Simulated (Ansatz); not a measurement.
# TiO2: the cost of one run

The runs shown are made with Ansatz 0.2.0. PAW datasets, plane waves, zero pressure. The structure was generated, not taken from experiment, and needn't be the ground state; spin polarisation is off.

## Step 1: The structure to begin with

This is the cell as the run starts from it, not yet at rest; its lengths are not the crystal's.

Space group P4_2/mnm (No. 136), tetragonal; conventional cell a = 5.038 Å, c = 3.391 Å, 14.34 Å³ an atom. Around Ti lie 6 O at 2.18–2.19 Å; around O lie 3 Ti at 2.18–2.19 Å.

Coordinates:

```
CELL_PARAMETERS angstrom
5.03771 0.00000 0.00000
0.00000 5.03771 0.00000
0.00000 0.00000 3.39120
ATOMIC_POSITIONS crystal
Ti 0.50000 0.50000 0.50000
Ti 0.00000 0.00000 0.00000
O 0.19403 0.80597 0.50000
O 0.80597 0.19403 0.50000
O 0.30597 0.30597 0.00000
O 0.69403 0.69403 0.00000
```

## Step 2: Relaxation with PBE

input.yaml

```yaml
crystal:
  lattice:
    - [5.03771217, 0.0, 0.0]
    - [0.0, 5.03771217, 0.0]
    - [0.0, 0.0, 3.39120203]
  atoms:
    - { symbol: Ti, position: [0.5, 0.5, 0.5] }
    - { symbol: Ti, position: [0.0, 0.0, 0.0] }
    - { symbol: O, position: [0.1940277, 0.8059723, 0.5] }
    - { symbol: O, position: [0.8059723, 0.1940277, 0.5] }
    - { symbol: O, position: [0.3059723, 0.3059723, 0.0] }
    - { symbol: O, position: [0.6940277, 0.6940277, 0.0] }
kpoints:
  mp_grid: { grid: [6, 6, 8] }
hamiltonian:
  xc: pbe
scf:
  occupations: { method: fermi_dirac, width: 0.02 }
relax:
  f_tol: 0.005
  cell: {}
```

Command:

```sh
ansatz run input.yaml --threads 2 --pin off --max-ram 29491MiB --backend cpu --events-out ev --progress --plain --runs-dir out
```

**Question.** How long does this run take on 2 threads of AMD EPYC 7R13 (Zen 3), shared host, and how much memory does it need?

About 23 s, with a peak of 0.56 GiB.
